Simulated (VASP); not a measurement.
# H in VASP: notebook

One molecule, H, is run at these levels: rev-vdW-DF2, LDA, PBEsol; tasks: single point.

Program: VASP 6.6.1. These are calculated values, not measurements. Logs are shortened: lines on timing, memory, paths and dates and some standing lists are left out, and cuts for length are marked.

### 1 Starting point

The cell holds a molecule in a box, 1 atom: a = 10.500 Å, b = 11.000 Å, c = 11.500 Å, α = 90.00°, β = 90.00°, γ = 90.00°.

### 2 Single point, rev-vdW-DF2, collinear spin, ferromagnetic start

The input, INCAR:

```
SYSTEM = H
  AGGAC = 0.0
  ALGO = Normal
  EDIFF = 1E-7
  ENCUT = 400
  GGA = MK
  ISIF = 2
  ISMEAR = 0
  ISPIN = 2
  ISYM = 0
  LASPH = .True.
  LCHARG = .False.
  LORBIT = 11
  LREAL = .False.
  LUSE_VDW = .True.
  LWAVE = .False.
  MAGMOM = 1.1
  NELM = 60
  NUPDOWN = 1
  PARAM1 = 0.1234
  PARAM2 = 0.711357
  PREC = Accurate
  SIGMA = 0.01
  ZAB_VDW = -1.8867
```

The input, KPOINTS:

```
k-points
0
Gamma
  1 1 1
  0 0 0
```

The input, POSCAR:

```
H                                       
1.0
   10.5000000000      0.0000000000      0.0000000000
    0.0000000000     11.0000000000      0.0000000000
    0.0000000000      0.0000000000     11.5000000000
  H             
     1
Selective dynamics
Direct
     0.5000000000000000    0.5045454544999970    0.5000000000000000   F   F   F
```

Potentials or basis: VASP PAW PBE potentials, release 64 (H).

Command:

```console
cat potpaw_PBE.64/H/POTCAR > POTCAR
mpirun -np 4 vasp_gam > vasp.out
```

OUTCAR:

```text
SYSTEM = H
   EDIFF = 1E-7
   ENCUT = 400
   GGA = MK
   ISIF = 2
   ISMEAR = 0
   ISPIN = 2
   ISYM = 0
   LASPH = .True.
   LORBIT = 11
   LREAL = .False.
   NELM = 60
   NUPDOWN = 1
   PREC = Accurate

 ion  position               nearest neighbor table
   1  0.500  0.505  0.500-

IMPORTANT INFORMATION: All symmetrisations will be switched off!
NOSYMM: (Re-)initialisation of all symmetry stuff for point group C_1.

----------------------------------------------------------------------------------------

                                     Primitive cell

  volume of cell :    1328.2500

  direct lattice vectors                    reciprocal lattice vectors
    10.500000000  0.000000000  0.000000000     0.095238095  0.000000000  0.000000000
     0.000000000 11.000000000  0.000000000     0.000000000  0.090909091  0.000000000
     0.000000000  0.000000000 11.500000000     0.000000000  0.000000000  0.086956522

  length of vectors
    10.500000000 11.000000000 11.500000000     0.095238095  0.090909091  0.086956522

  position of ions in fractional coordinates (direct lattice)
     0.500000000  0.504545454  0.500000000

  ion indices of the primitive-cell ions
   primitive index   ion index
                 1           1

----------------------------------------------------------------------------------------

 KPOINTS: k-points

Automatic generation of k-mesh.
 Grid dimensions read from file:
 generate k-points for:    1    1    1

 Generating k-lattice:

  Cartesian coordinates                     Fractional coordinates (reciprocal lattice)
     0.095238095  0.000000000  0.000000000     1.000000000  0.000000000  0.000000000
     0.000000000  0.090909091  0.000000000     0.000000000  1.000000000  0.000000000
     0.000000000  0.000000000  0.086956522     0.000000000  0.000000000  1.000000000

  Length of vectors
     0.095238095  0.090909091  0.086956522

  Shift w.r.t. Gamma in fractional coordinates (k-lattice)
     0.000000000  0.000000000  0.000000000

 Subroutine IBZKPT returns following result:
 ===========================================

 Found      1 irreducible k-points:

 Following reciprocal coordinates:
            Coordinates               Weight
  0.000000  0.000000  0.000000      1.000000
   k-points           NKPTS =      1   k-points in BZ     NKDIM =      1   number of bands    NBANDS=      8
   number of dos      NEDOS =    301   number of ions     NIONS =      1
   total plane-waves  NPLWV = 403200
   dimension x,y,z NGX =    70 NGY =   72 NGZ =   80
   dimension x,y,z NGXF=   140 NGYF=  144 NGZF=  160
   ions per type =               1
   NGX,Y,Z   is equivalent  to a cutoff of  11.08, 10.88, 11.56 a.u.
   NGXF,Y,Z  is equivalent  to a cutoff of  22.17, 21.76, 23.13 a.u.
 SYSTEM =  H
   PREC   = accura    normal or accurate (medium, high low for compatibility)
   ISTART =      0    job   : 0-new  1-cont  2-samecut
   ICHARG =      2    charge: 1-file 2-atom 10-const
   ISPIN  =      2    spin polarized calculation?
   LNONCOLLINEAR =      F non collinear calculations
   LSORBIT =      F    spin-orbit coupling
   LASPH  =      T    aspherical Exc in radial PAW
   ENCUT  =  400.0 eV  29.40 Ry    5.42 a.u.  17.12 17.94 18.75*2*pi/ulx,y,z
   NELM   =     60;   NELMIN=  2; NELMDL= -5     # of ELM steps
   EDIFF  = 0.1E-06   stopping-criterion for ELM
   LREAL  =      F    real-space projection
   EDIFFG = 0.1E-05   stopping-criterion for IOM
   NSW    =      0    number of steps for IOM
   IBRION =     -1    ionic relax: 0-MD 1-quasi-New 2-CG
   NFREE  =      0    steps in history (QN), initial steepest desc. (CG)
   ISIF   =      2    stress and relaxation
   ISYM   =      0    0-nonsym 1-usesym 2-fastsym
   POTIM  = 0.5000    time-step for ionic-motion
   TEBEG  =    0.0;   TEEND  =   0.0 temperature during run
   PSTRESS=    0.0 pullay stress
   NELECT =       1.0000    total number of electrons
   NUPDOWN=       1.0000    fix difference up-down
   EMIN   =  10.00;   EMAX   =-10.00  energy-range for DOS
   EFERMI =   0.00;   METHOD = LEGACY
   ISMEAR =     0;   SIGMA  =   0.01  broadening in eV -4-tet -1-fermi 0-gaus
   EFERMI_NEDOS =   21; number of points for ismear=-14 and -15
   IALGO  =     38    algorithm
   IMIX   =      4    mixing-type and parameters
     AMIX     =   0.40;   BMIX     =  1.00
     AMIX_MAG =   1.60;   BMIX_MAG =  1.00
  volume/ion in A,a.u.               =    1328.25      8963.47
  Fermi-wavevector in a.u.,A,eV,Ry     =   0.148930  0.281436  0.301778  0.022180
  Thomas-Fermi vector in A             =   0.822895
   LORBIT       =     11    0 simple, 1 ext, 2 COOP (PROOUT), +10 PAW based schemes
   GGA     = MK    functional components
   LHFCALC =     F    Hartree Fock is set to
   AEXX    =    0.0000 exact exchange contribution
   IVDW_NL    =     1    kernel type
   BPARAM     = 6.3000
   IVDW    =     0    specifies the selected vdW correction
   LEPSILON=     F    determine dielectric tensor
   LRPA    =     F    only Hartree local field effects (RPA)
 spin polarized calculation
 Gauss-broadening in eV      SIGMA  =   0.01
  energy-cutoff  :      400.00
  volume of cell :     1328.25
 maximum number of plane-waves:     12033
 NGX is ok and might be reduce to    70
   NGX = 35   NGY = 35   NGZ = 37

 number of electron       1.0000001 magnetization       1.0000007

 Free energy of the ion-electron system (eV)
  ---------------------------------------------------
  ext. energy  EPLUGINS =         0.00000000
  ---------------------------------------------------
  free energy    TOTEN  =        -0.86646275 eV

  energy without entropy =       -0.86646275  energy(sigma->0) =       -0.86646275

 E-fermi :  -7.9322     XC(G=0):  -0.3752

 val. band max:       -7.4694066937   @ k =   0.0000   0.0000   0.0000
 cond. band min:      -2.4171066069   @ k =   0.0000   0.0000   0.0000
 fundamental gap:      5.0523000868
 Fermi energy:        -7.4165766704

 spin component 1

 k-point     1 :       0.0000    0.0000    0.0000
  band No.  band energies     occupation
      1      -7.4694      1.00000
      2      -0.3293      0.00000
      3       0.4650      0.00000
      4       0.5314      0.00000
      5       0.6061      0.00000
      6       0.8529      0.00000
      7       0.9531      0.00000
      8       1.0838      0.00000
 Fermi energy:        -7.9322274609

 spin component 2

 k-point     1 :       0.0000    0.0000    0.0000
  band No.  band energies     occupation
      1      -2.4171      0.00000
      2       0.0096      0.00000
      3       0.8273      0.00000
      4       0.9168      0.00000
      5       1.0211      0.00000
      6       1.0533      0.00000
      7       1.1620      0.00000
      8       1.4596      0.00000

------------------------ aborting loop because EDIFF is reached ----------------------------------------

  FORCE on cell =-STRESS in cart. coord.  units (eV):
  Direction    XX          YY          ZZ          XY          YZ          ZX
  --------------------------------------------------------------------------------------
  -------------------------------------------------------------------------------------
  Total       -0.0474954     -0.0475748     -0.0474940      0.0000000     -0.0000000     -0.0000000
  in kB       -0.0572905     -0.0573862     -0.0572887      0.0000000     -0.0000000     -0.0000000
  external PRESSURE =      -0.0573218 kB  Pullay stress =       0.0000000 kB

 VOLUME and BASIS-vectors are now :
 -----------------------------------------------------------------------------
  energy-cutoff  :      400.00
  volume of cell :     1328.25
      direct lattice vectors                 reciprocal lattice vectors
    10.500000000  0.000000000  0.000000000     0.095238095  0.000000000  0.000000000
     0.000000000 11.000000000  0.000000000     0.000000000  0.090909091  0.000000000
     0.000000000  0.000000000 11.500000000     0.000000000  0.000000000  0.086956522

 POSITION                                       TOTAL-FORCE (eV/Angst)
 -----------------------------------------------------------------------------------
      5.25000      5.55000      5.75000        -0.000000     -0.000085     -0.000000
 -----------------------------------------------------------------------------------
    total drift:                               -0.000000     -0.000085     -0.000000

  FREE ENERGIE OF THE ION-ELECTRON SYSTEM (eV)
  ---------------------------------------------------
  free  energy   TOTEN  =        -0.8664627455 eV

  energy  without entropy=       -0.8664627455  energy(sigma->0) =       -0.86646275

Total vdW correction in eV:      0.1828858

 total charge

# of ion       s       p       d       tot
------------------------------------------
    1        0.377   0.000   0.000   0.377

 magnetization (x)

# of ion       s       p       d       tot
------------------------------------------
    1        0.377   0.000   0.000   0.377
```

Wall time 2.8 min (4 MPI ranks of Intel Xeon 6975P-C (Granite Rapids), shared host); peak memory 0.85 GiB.

Results:

```yaml
Free_energy: -0.8665 eV
Net_moment: 1.00 μB per cell
Site_moments: H +0.38 μB
Valence_electrons_inside_the_program's_atomic_spheres: H 0.38
```

Caveat: the PAW data sets were made with another functional, which shifts forces and pressure a little; the total moment is fixed, so each spin has its own Fermi level.

### 3 Single point, LDA, collinear spin, ferromagnetic start

The input, INCAR:

```
SYSTEM = H
  ALGO = Normal
  EDIFF = 1E-7
  ENCUT = 400
  ISIF = 2
  ISMEAR = 0
  ISPIN = 2
  ISYM = 0
  LASPH = .True.
  LCHARG = .False.
  LORBIT = 11
  LREAL = .False.
  LWAVE = .False.
  MAGMOM = 1.1
  NELM = 60
  NUPDOWN = 1
  PREC = Accurate
  SIGMA = 0.01
```

KPOINTS is that of step 2.

POSCAR is that of step 2.

Potentials or basis: VASP PAW LDA potentials, release 64 (H).

Command:

```console
cat potpaw_LDA.64/H/POTCAR > POTCAR
mpirun -np 4 vasp_gam > vasp.out
```

OUTCAR:

```text
SYSTEM = H
   EDIFF = 1E-7
   ENCUT = 400
   ISIF = 2
   ISMEAR = 0
   ISPIN = 2
   ISYM = 0
   LASPH = .True.
   LORBIT = 11
   LREAL = .False.
   NELM = 60
   NUPDOWN = 1
   PREC = Accurate

 ion  position               nearest neighbor table
   1  0.500  0.505  0.500-

IMPORTANT INFORMATION: All symmetrisations will be switched off!
NOSYMM: (Re-)initialisation of all symmetry stuff for point group C_1.

----------------------------------------------------------------------------------------

                                     Primitive cell

  volume of cell :    1328.2500

  direct lattice vectors                    reciprocal lattice vectors
    10.500000000  0.000000000  0.000000000     0.095238095  0.000000000  0.000000000
     0.000000000 11.000000000  0.000000000     0.000000000  0.090909091  0.000000000
     0.000000000  0.000000000 11.500000000     0.000000000  0.000000000  0.086956522

  length of vectors
    10.500000000 11.000000000 11.500000000     0.095238095  0.090909091  0.086956522

  position of ions in fractional coordinates (direct lattice)
     0.500000000  0.504545454  0.500000000
[... 118 lines left out ...]
      6       1.0336      0.00000
      7       1.1353      0.00000
      8       1.2647      0.00000
 Fermi energy:        -7.7557075104

 spin component 2

 k-point     1 :       0.0000    0.0000    0.0000
  band No.  band energies     occupation
      1      -2.3784      0.00000
      2       0.0403      0.00000
      3       0.8726      0.00000
      4       0.9617      0.00000
      5       1.0643      0.00000
      6       1.0837      0.00000
      7       1.1953      0.00000
      8       1.5106      0.00000

------------------------ aborting loop because EDIFF is reached ----------------------------------------

  FORCE on cell =-STRESS in cart. coord.  units (eV):
  Direction    XX          YY          ZZ          XY          YZ          ZX
  --------------------------------------------------------------------------------------
  -------------------------------------------------------------------------------------
  Total       -0.0418261     -0.0418909     -0.0418183     -0.0000000     -0.0000000      0.0000000
  in kB       -0.0504520     -0.0505301     -0.0504425     -0.0000000     -0.0000000      0.0000000
  external PRESSURE =      -0.0504749 kB  Pullay stress =       0.0000000 kB

 VOLUME and BASIS-vectors are now :
 -----------------------------------------------------------------------------
  energy-cutoff  :      400.00
  volume of cell :     1328.25
      direct lattice vectors                 reciprocal lattice vectors
    10.500000000  0.000000000  0.000000000     0.095238095  0.000000000  0.000000000
     0.000000000 11.000000000  0.000000000     0.000000000  0.090909091  0.000000000
     0.000000000  0.000000000 11.500000000     0.000000000  0.000000000  0.086956522

 POSITION                                       TOTAL-FORCE (eV/Angst)
 -----------------------------------------------------------------------------------
      5.25000      5.55000      5.75000         0.000000     -0.000132     -0.000000
 -----------------------------------------------------------------------------------
    total drift:                                0.000000     -0.000132     -0.000000

  FREE ENERGIE OF THE ION-ELECTRON SYSTEM (eV)
  ---------------------------------------------------
  free  energy   TOTEN  =        -0.8952468813 eV

  energy  without entropy=       -0.8952468813  energy(sigma->0) =       -0.89524688

 total charge

# of ion       s       p       d       tot
------------------------------------------
    1        0.363   0.000   0.000   0.363

 magnetization (x)

# of ion       s       p       d       tot
------------------------------------------
    1        0.363   0.000   0.000   0.363
```

stdout:

```text
POSCAR found type information on POSCAR H
 POSCAR found :  1 types and       1 ions
 scaLAPACK will be used
 LDA part: xc-table for (Slater(with rela. corr.)+CA(PZ))
 , standard interpolation
 POSCAR, INCAR and KPOINTS ok, starting setup
 FFT: planning ... GRIDC
 FFT: planning ... GRID_SOFT
 FFT: planning ... GRID
 WAVECAR not read
 entering main loop
```

It took 8.6 s on 4 MPI ranks of Intel Xeon 6975P-C (Granite Rapids), shared host; peak memory 0.26 GiB.

What came out:

- Free energy: -0.8952 eV
- Net moment: 1.00 μB per cell
- Site moments: H +0.36 μB
- Valence electrons inside the program's atomic spheres: H 0.36

Caveat: the total moment is fixed, so each spin has its own Fermi level.

(Continued in part 2 of 2.)
